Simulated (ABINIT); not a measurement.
# Al (Pm-3m) in ABINIT: reference runs

How does Al come out in PBE? The cell is run as given and disturbed.

All numbers are computed with ABINIT 10.8.3 (patched build); they aren't measurements. Logs are shortened: lines on timing, memory, paths and dates and some standing lists are left out, and cuts for length are marked. The log counts tension as positive stress, the text compression.

## 1. The structure

The structure is cubic, space group Pm-3m (No. 221). The conventional cell has a = 2.722 Å, b = 2.722 Å, c = 2.722 Å, α = 90.00°, β = 90.00°, γ = 90.00°. Al (site symmetry m-3m) is surrounded by 6 Al at 2.72 Å.

The cell was built by a generator and needn't be a form met in nature.

## 2. Single point, PBE

Contents of run.abi:

```
# Pseudopotentials
pp_dirpath "./"
pseudos "Al.GGA_PBE-JTH.xml"

# Structure
structure "poscar:POSCAR"
natom 1

# Plane-wave basis
ecut 15.0
pawecutdg 30.0
pawxcdev 0

# k points
kptopt 1
ngkpt 10 10 10
nshiftk 1
shiftk 0.0 0.0 0.0

# Exchange and correlation
ixc 11

# Bands and occupations
nband 6
occopt 3
tsmear 0.05 eV

# SCF cycle
nstep 100
tolvrs 1.0e-9

# Output
iomode 3
prtwf 0
prtden 0
prteig 0
prtebands 0
```

Contents of POSCAR:

```
Al
1.0
    2.7217600000      0.0000000000      0.0000000000
    0.0000000000      2.7217600000      0.0000000000
    0.0000000000      0.0000000000      2.7217600000
Al
1
Direct
    0.0000000000      0.0000000000      0.0000000000  Al
```

Potentials or basis: JTH PAW PBE v2.0.

Launch:

```sh
abinit run.abi > log 2>&1
```

run.abo:

```text
.Version 10.8.3 of ABINIT
 Symmetries : space group Pm -3 m (#221); Bravais cP (primitive cubic)
================================================================================
 Values of the parameters that define the memory need of the present run
     intxc =       0    ionmov =       0      iscf =      17    lmnmax =       8
     lnmax =       4     mgfft =      18  mpssoang =       2    mqgrid =    3001
     natom =       1  nloc_mem =       2    nspden =       1   nspinor =       1
    nsppol =       1      nsym =      48    n1xccc =       1    ntypat =       1
    occopt =       3   xclevel =       2
       mpw =         392          nfft =        5832          nkpt =          56
 PAW method is used; the additional fine FFT grid is defined by:
   mgfftf=        27    nfftf =     19683
================================================================================
================================================================================

--------------------------------------------------------------------------------
------------- Echo of variables that govern the present computation ------------
--------------------------------------------------------------------------------
 -outvars: echo values of preprocessed input variables --------
            acell      1.0000000000E+00  1.0000000000E+00  1.0000000000E+00 Bohr
              amu      2.69815390E+01
             ecut      1.50000000E+01 Hartree
                       outvar_i_n : Printing only first  50 k-points.
              ixc          11
                       outvar_i_n : Printing only first  50 k-points.
         kptrlatt       10    0    0      0   10    0      0    0   10
          kptrlen      5.14338098E+01
            natom           1
            nband           6
            ngfft          18      18      18
          ngfftdg          27      27      27
             nkpt          56
            nstep         100
             nsym          48
           ntypat           1
                       prtocc : prtvol=0, do not print more k-points.
           occopt           3
        pawecutdg      3.00000000E+01 Hartree
         pawxcdev           0
           prtden           0
        prtebands           0
           prteig           0
            prtwf           0
            rprim      5.1433809805E+00  0.0000000000E+00  0.0000000000E+00
                       0.0000000000E+00  5.1433809805E+00  0.0000000000E+00
                       0.0000000000E+00  0.0000000000E+00  5.1433809805E+00
          spgroup         221
           tolvrs      1.00000000E-09
           tsmear      1.83746611E-03 Hartree
            typat      1
           useylm           1
                       outvars : Printing only first  50 k-points.
            znucl       13.00000

================================================================================

 chkinp: Checking input parameters for consistency.

================================================================================
== DATASET  1 ==================================================================

--- !DatasetInfo
iteration_state: {dtset: 1, }
dimensions: {natom: 1, nkpt: 56, mband: 6, nsppol: 1, nspinor: 1, nspden: 1, mpw: 392, }
cutoff_energies: {ecut:  15.0, pawecutdg:  30.0, }
electrons: {nelect:   3.00000000E+00, charge:   0.00000000E+00, occopt:   3.00000000E+00, tsmear:   1.83746611E-03, }
meta: {optdriver: 0, ionmov: 0, optcell: 0, iscf: 17, paral_kgb: 0, }
...

 Exchange-correlation functional for the present dataset will be:
  GGA: Perdew-Burke-Ernzerhof functional - ixc=11
  J.P.Perdew, K.Burke, M.Ernzerhof, PRL 77, 3865 (1996)

 Real(R)+Recip(G) space primitive vectors, cartesian coordinates (Bohr,Bohr^-1):
 R(1)=  5.1433810  0.0000000  0.0000000  G(1)=  0.1944246  0.0000000  0.0000000
 R(2)=  0.0000000  5.1433810  0.0000000  G(2)=  0.0000000  0.1944246  0.0000000
 R(3)=  0.0000000  0.0000000  5.1433810  G(3)=  0.0000000  0.0000000  0.1944246
 Unit cell volume ucvol=  1.3606489E+02 bohr^3
 Angles (23,13,12)=  9.00000000E+01  9.00000000E+01  9.00000000E+01 degrees

 Coarse grid specifications (used for wave-functions):

 getcut: wavevector=  0.0000  0.0000  0.0000  ngfft=  18  18  18
         ecut(hartree)=     15.000   => boxcut(ratio)=   2.00730

 Fine grid specifications (used for densities):

 getcut: wavevector=  0.0000  0.0000  0.0000  ngfft=  27  27  27
         ecut(hartree)=     30.000   => boxcut(ratio)=   2.05021

--- Pseudopotential description ------------------------------------------------
- pspini: atom type   1  psp file is ./Al.GGA_PBE-JTH.xml
 Pseudopotential format is: paw10
 basis_size (lnmax)=  4 (lmn_size=  8), orbitals=   0   0   1   1
 Spheres core radius: rc_sph= 1.90363307
 Shapefunction is SIN type: shapef(r)=[sin(pi*r/rshp)/(pi*r/rshp)]**2
 Radius for shape functions =  1.60786206
 Compensation charge density is not taken into account in XC energy/potential

  -1.09563711E+01                                ecore*ucvol(ha*bohr**3)
--------------------------------------------------------------------------------

================================================================================

--- !BeginCycle
iteration_state: {dtset: 1, }
solver: {iscf: 17, nstep: 100, nline: 4, wfoptalg: 10, }
tolerances: {tolvrs: 1.00E-09, }
...

     iter   Etot(hartree)      deltaE(h)  residm     nres2
 ETOT  1  -2.0836862153565    -2.084E+00 1.657E-01 9.337E-02
 ETOT  2  -2.0913999393302    -7.714E-03 6.305E-03 1.490E-02
 ETOT  3  -2.0913713195676     2.862E-05 3.675E-04 2.691E-04
 ETOT  4  -2.0913689447478     2.375E-06 2.045E-04 7.338E-06
 ETOT  5  -2.0913689503480    -5.600E-09 1.158E-04 6.171E-08
 ETOT  6  -2.0913689506363    -2.883E-10 7.263E-05 1.725E-09
 ETOT  7  -2.0913689506609    -2.459E-11 4.008E-05 2.313E-11

 At SCF step    7       nres2   =  2.31E-11 < tolvrs=  1.00E-09 =>converged.

 Cartesian components of stress tensor (hartree/bohr^3)
  sigma(1 1)= -9.64594475E-06  sigma(3 2)=  0.00000000E+00
  sigma(2 2)= -9.64594475E-06  sigma(3 1)=  0.00000000E+00
  sigma(3 3)= -9.64594475E-06  sigma(2 1)=  0.00000000E+00

--- !ResultsGS
iteration_state: {dtset: 1, }
comment   : Summary of ground state results
lattice_vectors:
- [  5.1433810,   0.0000000,   0.0000000, ]
- [  0.0000000,   5.1433810,   0.0000000, ]
- [  0.0000000,   0.0000000,   5.1433810, ]
lattice_lengths: [   5.14338,    5.14338,    5.14338, ]
lattice_angles: [ 90.000,  90.000,  90.000, ] # degrees, (23, 13, 12)
lattice_volume:   1.3606489E+02
convergence: {deltae: -2.459E-11, res2:  2.313E-11, residm:  4.008E-05, diffor: null, }
etotal    :  -2.09136895E+00
entropy   :   0.00000000E+00
fermie    :   2.33232796E-01
cartesian_stress_tensor: # hartree/bohr^3
- [ -9.64594475E-06,   0.00000000E+00,   0.00000000E+00, ]
- [  0.00000000E+00,  -9.64594475E-06,   0.00000000E+00, ]
- [  0.00000000E+00,   0.00000000E+00,  -9.64594475E-06, ]
pressure_GPa:   2.8379E-01
xred      :
- [  0.0000E+00,   0.0000E+00,   0.0000E+00, Al]
cartesian_forces: # hartree/bohr
- [ -0.00000000E+00,  -0.00000000E+00,  -0.00000000E+00, ]
force_length_stats: {min:   0.00000000E+00, max:   0.00000000E+00, mean:   0.00000000E+00, }
...

 Integrated electronic density in atomic spheres:
 ------------------------------------------------
 Atom  Sphere_radius  Integrated_density
    1        1.90363          0.72901134

================================================================================

 ----iterations are completed or convergence reached----

 Mean square residual over all n,k,spin=   35.142E-08; max=  40.079E-06
 reduced coordinates (array xred) for    1 atoms
       0.000000000000      0.000000000000      0.000000000000
 rms dE/dt=  0.0000E+00; max dE/dt=  0.0000E+00; dE/dt below (all hartree)
    1       0.000000000000      0.000000000000      0.000000000000

 cartesian coordinates (angstrom) at end:
    1      0.00000000000000     0.00000000000000     0.00000000000000

 cartesian forces (hartree/bohr) at end:
    1     -0.00000000000000    -0.00000000000000    -0.00000000000000
 frms,max,avg= 0.0000000E+00 0.0000000E+00   0.000E+00  0.000E+00  0.000E+00 h/b

 cartesian forces (eV/Angstrom) at end:
    1     -0.00000000000000    -0.00000000000000    -0.00000000000000
 frms,max,avg= 0.0000000E+00 0.0000000E+00   0.000E+00  0.000E+00  0.000E+00 e/A
 length scales=  1.000000000000  1.000000000000  1.000000000000 bohr
              =  0.529177210544  0.529177210544  0.529177210544 angstroms
 Fermi (or HOMO) energy (hartree) =   0.23323   Average Vxc (hartree)=  -0.33725
 Eigenvalues (hartree) for nkpt=  56  k points:
 kpt#   1, nband=  6, wtk=  0.00100, kpt=  0.0000  0.0000  0.0000 (reduced coord)
  -0.11826    0.52711    0.52711    0.56780    0.56780    0.56780
      occupation numbers for kpt#   1
   2.00000    0.00000    0.00000    0.00000    0.00000    0.00000
 prteigrs : prtvol=0 or 1, do not print more k-points.

--- !EnergyTerms
iteration_state     : {dtset: 1, }
comment             : Components of total free energy in Hartree
kinetic             :  7.60193979067820E-01
hartree             :  1.66684818038034E-02
xc                  : -1.03535561660258E+00
Ewald energy        : -2.48238244574746E+00
psp_core            : -8.05231305603574E-02
local_psp           :  5.92531446587193E-02
PAW spherical_terms :  6.70934224427923E-01
internal            : -2.09121136295212E+00
'-kT*entropy'       : -1.60952355068361E-04
total_energy        : -2.09137231530719E+00
total_energy_eV     : -5.69091398559756E+01
...

--- !EnergyTermsDC
iteration_state     : {dtset: 1, }
comment             : '"Double-counting" decomposition of free energy'
band_energy         :  2.87744293461873E-01
Ewald energy        : -2.48238244574746E+00
psp_core            : -8.05231305603574E-02
xc_dc               :  3.36708345257408E-03
PAW spherical_terms :  1.80586201087513E-01
internal            : -2.09120799830585E+00
'-kT*entropy'       : -1.60952355068361E-04
total_energy_dc     : -2.09136895066092E+00
total_energy_dc_eV  : -5.69090482992863E+01
...

--- !EnergyTermsWithPAWCore
iteration_state     : {dtset: 1, }
comment             : 'Components of total free energy, including PAW core contributions'
Total energy        : -2.42808534278386E+02
Total energy DC     : -2.42808530913740E+02
Total energy (eV)   : -6.60715681006968E+03
Total energy DC (eV): -6.60715671851299E+03
...

 Cartesian components of stress tensor (hartree/bohr^3)
  sigma(1 1)= -9.64594475E-06  sigma(3 2)=  0.00000000E+00
  sigma(2 2)= -9.64594475E-06  sigma(3 1)=  0.00000000E+00
  sigma(3 3)= -9.64594475E-06  sigma(2 1)=  0.00000000E+00

-Cartesian components of stress tensor (GPa)         [Pressure=  2.8379E-01 GPa]
- sigma(1 1)= -2.83793493E-01  sigma(3 2)=  0.00000000E+00
- sigma(2 2)= -2.83793493E-01  sigma(3 1)=  0.00000000E+00
- sigma(3 3)= -2.83793493E-01  sigma(2 1)=  0.00000000E+00

== END DATASET(S) ==============================================================
================================================================================

 -outvars: echo values of variables after computation  --------
            acell      1.0000000000E+00  1.0000000000E+00  1.0000000000E+00 Bohr
           etotal     -2.0913689507E+00
            fcart     -0.0000000000E+00 -0.0000000000E+00 -0.0000000000E+00
            rprim      5.1433809805E+00  0.0000000000E+00  0.0000000000E+00
                       0.0000000000E+00  5.1433809805E+00  0.0000000000E+00
                       0.0000000000E+00  0.0000000000E+00  5.1433809805E+00
           strten     -9.6459447529E-06 -9.6459447529E-06 -9.6459447529E-06
                       0.0000000000E+00  0.0000000000E+00  0.0000000000E+00
 Calculation completed.
```

Run time: 2.8 s. Hardware: 1 thread of Arm Neoverse V1, shared host; peak memory 0.08 GiB.

Results:

| Property | Result |
| --- | --- |
| Free energy | -56.9090 eV |
| Pressure | 0.3 GPa |
| Band gap on the k mesh | none (metal or under the smearing width) |
| Valence electrons inside the program's atomic spheres | Al 0.73 (radii [1.0074] Å) |

(Continued in part 2 of 2.)
